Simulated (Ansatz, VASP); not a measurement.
MgO: VASP beside Ansatz

```
Mg O
1.0
     0.00000    2.09700    2.09700
     2.09700    0.00000    2.09700
     2.09700    2.09700    0.00000
Mg O
1 1
Direct
  0.00000 0.00000 0.00000
  0.50000 0.50000 0.50000
```

The cell is a database's computed one.

Alike in both runs: task single point; functional PBE; k mesh 11 × 11 × 11; occupations gaussian, width 0.1 eV; no spin polarisation.

|  | VASP | Ansatz |
| --- | --- | --- |
| version | VASP 6.6.1 | Ansatz 0.2.0 |
| potentials or method | VASP PAW PBE potentials, release 64 (Mg, O) | Ansatz PAW |
| plane-wave cutoff (eV) | 520 | 420 |
| valence electrons in the cell | 8 | 16 |

```csv
,VASP,Ansatz,Ansatz less VASP
gap on the k mesh at the Fermi level (eV),4.85,4.87,+0.016
least direct gap on the mesh (eV),4.85,4.87,+0.016
pressure (GPa),6.2,6.9,+0.67
```

The two sets of potentials don't hold the same shells in valence.

Caveats: odd divisions of the mesh miss points on the zone boundary, where band edges often lie, so the gap on the mesh can be too wide (Ansatz); the pressure holds a Pulay correction of +0.6 GPa for the finite cutoff (Ansatz).
